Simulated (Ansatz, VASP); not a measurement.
## C in VASP and in Ansatz

File INCAR:

```
SYSTEM = C
PREC     = Accurate       ! precision mode
ENCUT    = 520            ! plane-wave cutoff, eV
EDIFF    = 1E-6           ! SCF threshold, eV
ISMEAR   = -1             ! smearing method
SIGMA    = 0.05           ! smearing width, eV
LREAL    = .False.        ! projectors in reciprocal space
LASPH    = .True.         ! aspherical terms in the spheres
NELM     = 60             ! most SCF steps
ALGO     = Normal         ! electronic algorithm
ISIF     = 2              ! what is computed and relaxed
LWAVE    = .False.        ! write WAVECAR
LCHARG   = .True.         ! write CHGCAR
GGA      = B5             ! functional
ALDAX    = 1.0          
AGGAX    = 1.0          
AGGAC    = 1.0          
ALDAC    = 0.0          
LELF     = .True.         ! ELF
LVHAR    = .True.       
NBANDS   = 11             ! bands
```

KPOINTS

```
Automatic mesh
0
Gamma
  13 13 13
  0 0 0
```

The input POSCAR:

```
C
1.0
    0.0000000000      1.7744172339      1.7744172339
    1.7744172339      0.0000000000      1.7744172339
    1.7744172339      1.7744172339      0.0000000000
C
2
Direct
    0.5000000000      0.5000000000      0.5000000000
    0.7500000000      0.7500000000      0.7500000000
```

Input for Ansatz:

```yaml
crystal:
  lattice:
    - [0.0, 1.7744172339, 1.7744172339]
    - [1.7744172339, 0.0, 1.7744172339]
    - [1.7744172339, 1.7744172339, 0.0]
  atoms:
    - { symbol: C, position: [0.5, 0.5, 0.5] }
    - { symbol: C, position: [0.75, 0.75, 0.75] }
hamiltonian:
  xc: blyp
  pseudopotentials:
    kind: paw
    azcp:
      C: "pseudopotentials/C.paw.azcp"
basis:
  ecutwfc: 420
  fft_grid_basis: typed
kpoints:
  mp_grid: { grid: [13, 13, 13], shift: [0, 0, 0] }
magnetization:
  spin_polarized: false
scf:
  occupations: { method: fermi_dirac, width: 0.05 }
  lower_state_search: "off"
output:
  stress: true
```

Alike in both runs: task single point; functional BLYP; k mesh 13 × 13 × 13; occupations fermi-dirac, width 0.05 eV; no spin polarisation.

|  | VASP | Ansatz |
| --- | --- | --- |
| version | VASP 6.6.1 | Ansatz 0.2.0 |
| potentials or method | VASP PAW PBE potentials, release 64 (C) | plane waves (420 eV) with PAW, scalar-relativistic |
| plane-wave cutoff (eV) | 520 | 420 |
| valence electrons in the cell | 8 | 8 |

VASP gave:

```
pressure (GPa) : 18.7
```

Task: Which values does Ansatz return?

Result: Pressure (GPa): 17.9.

Caveats: so large a pressure means that the cell lies far from this level's equilibrium, or that cutoff or potentials fall short (VASP); the potentials were made for another functional, which shifts forces and pressure (VASP).
